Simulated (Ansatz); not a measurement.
# Fe (Im-3m) in Ansatz: further runs, part 2 of 2

Ansatz 0.2.0. The steps go on from the part before.

### Step 3. Band structure, PBEsol, collinear spin, ferromagnetic start

input.yaml reads:

```yaml
crystal:
  lattice:
    - [-1.443, 1.443, 1.443]
    - [1.443, -1.443, 1.443]
    - [1.443, 1.443, -1.443]
  atoms:
    - { symbol: Fe, position: [0.0, 0.0, 0.0], spin: 3.0 }
kpoints:
  mp_grid: { grid: [13, 13, 13] }
  band_path:
    path:
      - [0.0, 0.0, 0.0]
      - [0.5, -0.5, 0.5]
      - [0.0, 0.0, 0.5]
      - [0.0, 0.0, 0.0]
      - [0.25, 0.25, 0.25]
      - [0.5, -0.5, 0.5]
    npoints: 6
scf:
  occupations: { method: fermi_dirac, width: 0.05 }
hamiltonian:
  xc: pbesol
  pseudopotentials:
    kind: all_electron
    lapw: { basis_error: 0.001 }
    relativity: none
magnetization:
  spin_polarized: true
output:
  forces: true
  stress: true
  eigenvalues: true
```

Potentials or basis: all-electron LAPW, non-relativistic.

Launch:

```bash
> ansatz run input.yaml --threads 2 --pin off --max-ram 6144MiB --backend cpu --events-out ev --progress --plain --runs-dir out
```

What it wrote:

```text
Warning: RAYON_NUM_THREADS=2 ignored (pool sized by the plan → 2); use --threads N
LAPW: plane waves up to 8.915 Å⁻¹, error target 1.0e-3 eV per atom; Fe in spheres of 1.250 Å, 16 of its electrons in bands, Dirac shells [] (how accurate: hamiltonian.pseudopotentials.lapw.basis_error, Limitations)
Engine: ansatz 0.2.0, aarch64-unknown-linux-gnu
Pseudopotentials: kind: all_electron
Pseudopotential: Fe, LAPW, valence charge 16, lapw/all_electron/none/Fe, Schrödinger's equation, point nucleus
Functional definition: PBEsol
  exchange = pbesol_x
  correlation = pbesol_c
Crystal: 1 atoms, lattice volume = 12.019 Å³
Basis set: ecut = 302.77399674208027 eV, 141 PW (Γ), exchange–correlation at level 2
Bands: 14, of which v1, the nominal top of the filled ones, is band 8 counted from 1 (7 counted from 0)
Symmetry: 48 space group operations
Space group: Im-3m (ITA 229), of the structure as read, at distance tolerance 2.3e-5 Å
Magnetic group: BNS 229.140 (UNI 1642), of the structure as read, at distance tolerance 2.3e-5 Å
k-points: 84 of 2197
Non-local potential: Fe, projectors of the file, none
Initial density: superposition of atomic densities (chi_scale 0.1, normalization cell)
Starting moments: Σ|m| = 3 μB on 1 of 1 site
Initial wavefunctions: plane waves of lowest kinetic energy (no species holds an atomic orbital)
Functional: x = pbesol(κ = 0.804, μ = 0.12345679012345678), c = pbesol(β = 0.046)
iter 1 solved again at ethr=2.01e-5 eV; its pass at ethr=1.00e-1 eV (dr2=3.21e-3 eV) is discarded
SCF iter   1: F=—  HF=-34353.998705 eV  |F-HF|=—  |Δ(HF+E_count)|=         —  Δρ=2.32e-2 (↑2.32e-2 ↓2.25e-2)  dr2=3.27e-3  dr2_m=5.53e-2  M=2.472 μB ∫|m|=2.499 μB  β_m=0.30  ethr=2.01e-5  ⟨swp⟩=3.6  Hψ=18574  notcnv=0
Mixer restart at iter 1: flushing history
preconditioner: auto → none  [metal: Δε(μ)=0.017 eV  Ē_g=14.553 eV  σ=0.050 eV  W_gap=0.09  n_scr=0 (ndim 8)  ℏωp=30.3 eV  f_vac=0.000  D(μ)=1.02/eV (n_scr^D=12)]
SCF iter   2: F=—  HF=-34354.026383 eV  |F-HF|=—  |Δ(HF+E_count)|=   2.77e-2  Δρ=1.61e-2 (↑1.61e-2 ↓1.61e-2)  dr2=8.15e-4  dr2_m=2.79e-2  M=2.464 μB ∫|m|=2.507 μB  β_m=0.51  ethr=2.01e-5  ⟨swp⟩=2.3  Hψ=6468  notcnv=0
SCF iter   3: F=—  HF=-34354.074674 eV  |F-HF|=—  |Δ(HF+E_count)|=   4.83e-2  Δρ=1.05e-2 (↑1.05e-2 ↓9.45e-3)  dr2=1.39e-3  dr2_m=1.03e-2  M=2.324 μB ∫|m|=2.412 μB  β_m=0.49  ethr=5.09e-6  ⟨swp⟩=3.0  Hψ=7412  notcnv=0
iter 4 solved again at ethr=9.93e-8 eV; its pass at ethr=5.09e-6 eV (dr2=1.59e-5 eV) is discarded
SCF iter   4: F=—  HF=-34354.075625 eV  |F-HF|=—  |Δ(HF+E_count)|=   9.51e-4  Δρ=6.07e-4 (↑6.07e-4 ↓5.58e-4)  dr2=1.59e-5  dr2_m=2.74e-5  M=2.284 μB ∫|m|=2.410 μB  β_m=0.74  ethr=9.93e-8  ⟨swp⟩=2.1  Hψ=11721  notcnv=0
SCF iter   5: F=—  HF=-34354.076563 eV  |F-HF|=—  |Δ(HF+E_count)|=         —  Δρ=1.38e-4 (↑1.38e-4 ↓9.87e-5)  dr2=9.33e-7  dr2_m=1.19e-6  M=2.293 μB ∫|m|=2.414 μB  β_m=0.79  ethr=9.93e-8  ⟨swp⟩=3.0  Hψ=6386  notcnv=0
the basis was enlarged: its passes take 796.7 KiB over the memory plan, 2 of 2 planned eigensolver slots
SCF iter   6: F=—  HF=-34354.076565 eV  |F-HF|=—  |Δ(HF+E_count)|=   1.38e-6  Δρ=1.08e-4 (↑9.79e-5 ↓1.08e-4)  dr2=4.28e-8  dr2_m=1.15e-6  M=2.295 μB ∫|m|=2.415 μB  β_m=0.90  ethr=5.83e-9  ⟨swp⟩=3.0  Hψ=6582  notcnv=0
SCF iter   7: F=—  HF=-34354.076568 eV  |F-HF|=—  |Δ(HF+E_count)|=   3.43e-6  Δρ=2.89e-5 (↑2.39e-5 ↓2.89e-5)  dr2=3.65e-9  dr2_m=7.60e-8  M=2.292 μB ∫|m|=2.413 μB  β_m=0.95  ethr=2.68e-10  ⟨swp⟩=3.0  Hψ=6725  notcnv=0
SCF iter   8: F=—  HF=-34354.076569 eV  |F-HF|=—  |Δ(HF+E_count)|=   7.24e-7  Δρ=4.99e-6 (↑4.99e-6 ↓4.77e-6)  dr2=2.31e-9  dr2_m=1.69e-9  M=2.293 μB ∫|m|=2.413 μB  β_m=0.86  ethr=2.28e-11  ⟨swp⟩=3.7  Hψ=6894  notcnv=0
SCF iter   9: F=-34354.076569 eV  HF=-34354.076569 eV  |F-HF|=5.82e-10  |Δ(HF+E_count)|=   5.15e-9  Δρ=1.25e-6 (↑1.25e-6 ↓4.63e-7)  dr2=5.85e-11  dr2_m=7.20e-11  M=2.293 μB ∫|m|=2.413 μB  ethr=1.44e-11  ⟨swp⟩=2.5  Hψ=6150  notcnv=0
SCF 1 converged in 9 iterations: F = -34354.076569 eV  dr2 = 5.85e-11
NSCF: frozen V_eff on 31 k-points
SCF converged after 9 iterations
Magnetization: 2.2926 μB (9.1463 up, 6.8537 down)
Absolute magnetization: 2.4130 μB (∫|ρ↑−ρ↓|)
Spin contamination: 0.0402 ħ² per cell (⟨S²⟩ above its minimum at these occupations)
Per-site moments (μB) at R_I (Å): [(2.3489298076801575, 1.2496746390393374)]
Free energy (F): -34354.076569 eV
Harris-Foulkes:  -34354.076569 eV  (|F-HF|=5.82e-10)
Internal energy: -34354.066086 eV  (E = F + TS)
E sigma→0 (E₀):  -34354.071328 eV
Entropy (-TS):   -0.010483 eV (-10.483 meV/atom)
Fermi energy:    17.198725 eV
--- Per-component energies (eV) ---
  E_band       = -220.374587
  E_kinetic    = 34319.288072
  E_xc         = -1477.760269
  E_electrostatic = -67195.593890  (all electrons and nuclei)
  E_smearing   = -0.010483  (= −TS)
  E_closure    = 0.000000  (closes the sum)
  E_atoms      = -34344.287680  (free atoms, spherical and without spin; not in F)
  Σ components = -34354.076569   (vs F -34354.076569, Δ=0.00e0)
  Basis errors (estimates in eV, not in F): energy 2.8e-4 per atom: plane waves 2.4e-4 (1.2e-4 summed), levels above the bands 1.4e-179, relativity 0.0e0, radial functions 4.7e-5, core shells 5.2e-9; eigenvalues (radial functions only) 3.4e-5; not estimated: angular momenta, meshes, grids; target (lapw.basis_error) 1.0e-3; muffin-tin radii Fe 1.250 Å
--- Forces (eV/Å), atoms counted from 1 ---
  atom   1  Fe     0.00000000     0.00000000    -0.00000000
  max |Σ_I F_I| component: 2.05e-31 eV/Å
--- Stress (GPa, compression-positive) ---
      -14.271984      -0.000000      -0.000000
       -0.000000     -14.271984       0.000000
       -0.000000       0.000000     -14.271984
  P = ⅓ Tr σ = -14.2720 GPa (-142.720 kbar)
--- Band table (eV; the first three rows and the last of 168) ---
  k-point 0 ↑: bands = ["-68.1785", "-35.8053", "-35.8053", "-35.8053", "9.2508", "14.9804", "14.9804", "14.9804", "16.1376", "16.1376", "41.0427", "41.0427", "41.0427", "46.1819"]
  k-point 1 ↑: bands = ["-68.1744", "-35.8261", "-35.8123", "-35.8053", "9.4827", "14.9192", "14.9751", "15.1018", "16.0785", "16.1424", "39.6328", "40.7138", "40.8897", "45.3231"]
  k-point 2 ↑: bands = ["-68.1631", "-35.8836", "-35.8316", "-35.8052", "10.1496", "14.7523", "14.9308", "15.4487", "15.9754", "16.1588", "36.6446", "39.5409", "40.5530", "43.0852"]
  k-point 83 ↓: bands = ["-65.3269", "-33.4115", "-33.4076", "-33.4076", "14.5471", "14.5660", "19.4351", "19.4351", "19.5252", "26.3738", "27.3133", "27.3133", "33.3612", "33.8335"]
```

Wall time 6.5 s (2 threads of Arm Neoverse V2, shared host); peak memory 0.34 GiB.

What came out:

```yaml
Free_energy: -34354.0766 eV
Pressure: -14.3 GPa
Band_gap_along_the_path: none (metal or under the smearing width)
Net_moment: 2.29 μB per cell
Absolute_moment: 2.41 μB per cell
Site_moments: Fe +2.35 μB
```

Levels at the corners of the path, in eV from the Fermi level:
Spin up:
```csv
point,band 5,band 6,band 7,band 8,band 9,band 10,band 11,band 12,band 13,band 14
Γ,-7.95,-2.22,-2.22,-2.22,-1.06,-1.06,23.84,23.84,23.84,28.98
H,-4.54,-4.54,0.02,0.02,0.02,9.52,9.52,9.52,14.99,14.99
N,-4.62,-3.22,-1.01,-0.89,0.27,0.54,7.03,17.62,19.27,22.47
Γ,-7.95,-2.22,-2.22,-2.22,-1.06,-1.06,23.84,23.84,23.84,28.98
P,-3.07,-3.07,-3.07,-0.86,-0.86,8.25,8.25,8.25,10.48,37.22
H,-4.54,-4.54,0.02,0.02,0.02,9.52,9.52,9.52,14.99,14.99
```
Spin down:
| point | band 4 | band 5 | band 6 | band 7 | band 8 | band 9 | band 10 | band 11 |
| --- | --- | --- | --- | --- | --- | --- | --- | --- |
| Γ | -50.32 | -7.73 | -0.17 | -0.17 | -0.17 | 1.69 | 1.69 | 23.73 |
| H | -50.61 | -2.69 | -2.69 | 2.37 | 2.37 | 2.37 | 9.86 | 9.86 |
| N | -50.32 | -3.26 | -1.37 | 0.72 | 1.57 | 1.93 | 2.65 | 8.47 |
| Γ | -50.32 | -7.73 | -0.17 | -0.17 | -0.17 | 1.69 | 1.69 | 23.73 |
| P | -50.52 | -1.55 | -1.55 | -1.55 | 1.97 | 1.97 | 9.23 | 9.23 |
| H | -50.61 | -2.69 | -2.69 | 2.37 | 2.37 | 2.37 | 9.86 | 9.86 |

### Step 4. Band structure, PBEsol, collinear spin, ferromagnetic start

Changes to input.yaml since step 3:

```diff
@@ -22,6 +22,3 @@
   xc: pbesol
-  pseudopotentials:
-    kind: all_electron
-    lapw: { basis_error: 0.001 }
-    relativity: none
+  pseudopotentials: { kind: all_electron, datasets: crystal }
 magnetization:
@@ -32 +29,3 @@
   eigenvalues: true
+  elf: true
+  volumetric_format: npy
```

Potentials or basis: all-electron PAW datasets made for the crystal.

Launch:

```bash
> ansatz run input.yaml --threads 2 --pin off --max-ram 6144MiB --backend cpu --events-out ev --progress --plain --runs-dir out
```

It took 6 s on 2 threads of Arm Neoverse V2, shared host; peak memory 0.5 GiB.

The run converged. Its results:

- Free energy: -34602.4031 eV
- Pressure: -18.1 GPa
- Band gap along the path: none (metal or under the smearing width)
- Net moment: 2.25 μB per cell
- Absolute moment: 2.37 μB per cell
- Site moments: Fe +2.30 μB

Levels at the corners of the path, in eV from the Fermi level:
Spin up:
```csv
point,band 5,band 6,band 7,band 8,band 9,band 10,band 11,band 12,band 13,band 14
Γ,-8.24,-2.19,-2.19,-2.19,-1.04,-1.04,23.80,23.80,23.80,28.97
H,-4.54,-4.54,0.07,0.07,0.07,9.36,9.36,9.36,15.00,15.00
N,-4.68,-3.20,-0.99,-0.87,0.32,0.41,6.82,17.52,19.08,22.48
Γ,-8.24,-2.19,-2.19,-2.19,-1.04,-1.04,23.80,23.80,23.80,28.97
P,-3.08,-3.08,-3.08,-0.84,-0.84,8.19,8.19,8.19,9.98,38.67
H,-4.54,-4.54,0.07,0.07,0.07,9.36,9.36,9.36,15.00,15.00
```
Spin down:
```
point  band 4  band 5  band 6  band 7  band 8  band 9  band 10  band 11
    Γ  -51.04   -8.01   -0.20   -0.20   -0.20    1.69     1.69    23.70
    H  -51.32   -2.71   -2.71    2.35    2.35    2.35     9.70     9.70
    N  -51.04   -3.36   -1.41    0.58    1.56    1.93     2.63     8.26
    Γ  -51.04   -8.01   -0.20   -0.20   -0.20    1.69     1.69    23.70
    P  -51.23   -1.61   -1.61   -1.61    1.97    1.97     9.16     9.16
    H  -51.32   -2.71   -2.71    2.35    2.35    2.35     9.70     9.70
```

Caveat: the program warned that the printed levels may be off, so bands, gaps and densities of states are rough.

### Step 5. Band structure, PBEsol, collinear spin, ferromagnetic start

Changes to input.yaml since step 4:

```diff
@@ -22,3 +22,6 @@
   xc: pbesol
-  pseudopotentials: { kind: all_electron, datasets: crystal }
+  pseudopotentials:
+    kind: all_electron
+    lapw: { basis_error: 0.001 }
+    dirac_shells: { Fe: ["2p"] }
 magnetization:
@@ -29,3 +32 @@
   eigenvalues: true
-  elf: true
-  volumetric_format: npy
```

Potentials or basis: all-electron LAPW, inner shells corrected to Dirac's equation.

Launch:

```bash
> ansatz run input.yaml --threads 2 --pin off --max-ram 6144MiB --backend cpu --events-out ev --progress --plain --runs-dir out
```

It took 7.3 s on 2 threads of Arm Neoverse V2, shared host; peak memory 0.34 GiB.

The run converged. Its results:

```
Free energy             : -34603.0218 eV
Pressure                : -18.1 GPa
Band gap along the path : none (metal or under the smearing width)
Net moment              : 2.25 μB per cell
Absolute moment         : 2.37 μB per cell
Site moments            : Fe +2.31 μB
```

Levels at the corners of the path, in eV from the Fermi level:
Spin up:
```
point  band 5  band 6  band 7  band 8  band 9  band 10  band 11  band 12  band 13  band 14
    Γ   -8.24   -2.19   -2.19   -2.19   -1.04    -1.04    23.80    23.80    23.80    28.97
    H   -4.54   -4.54    0.07    0.07    0.07     9.36     9.36     9.36    15.00    15.00
    N   -4.68   -3.20   -0.99   -0.87    0.32     0.41     6.82    17.52    19.08    22.48
    Γ   -8.24   -2.19   -2.19   -2.19   -1.04    -1.04    23.80    23.80    23.80    28.97
    P   -3.08   -3.08   -3.08   -0.84   -0.84     8.19     8.19     8.19     9.98    37.17
    H   -4.54   -4.54    0.07    0.07    0.07     9.36     9.36     9.36    15.00    15.00
```
Spin down:
```csv
point,band 4,band 5,band 6,band 7,band 8,band 9,band 10,band 11
Γ,-51.04,-8.01,-0.20,-0.20,-0.20,1.69,1.69,23.70
H,-51.32,-2.71,-2.71,2.35,2.35,2.35,9.70,9.70
N,-51.04,-3.35,-1.41,0.58,1.56,1.93,2.63,8.26
Γ,-51.04,-8.01,-0.20,-0.20,-0.20,1.69,1.69,23.70
P,-51.23,-1.61,-1.61,-1.61,1.97,1.97,9.16,9.16
H,-51.32,-2.71,-2.71,2.35,2.35,2.35,9.70,9.70
```

### Step 6. The runs side by side

| potentials or basis | cutoff (eV) | basis error allowed | pressure (GPa) | moment (μB) |
| --- | --- | --- | --- | --- |
| all-electron LAPW, scalar-relativistic | 303 | 0.001 eV/atom | -18.1 | 2.25 |
| all-electron LAPW, non-relativistic | 303 | 0.001 eV/atom | -14.3 | 2.29 |
| all-electron PAW datasets made for the crystal | 300 | - | -18.1 | 2.25 |
| all-electron LAPW, inner shells corrected to Dirac's equation | 303 | 0.001 eV/atom | -18.1 | 2.25 |

Alike in all rows: task band structure; level PBEsol; spin collinear, ferromagnetic start; cell as given; k mesh 13 × 13 × 13; smearing fermi-dirac 0.05 eV.

Caveats: the program warned that the printed levels may be off, so bands, gaps and densities of states are rough (some runs).

Compare energies only between runs with the same functional and basis.
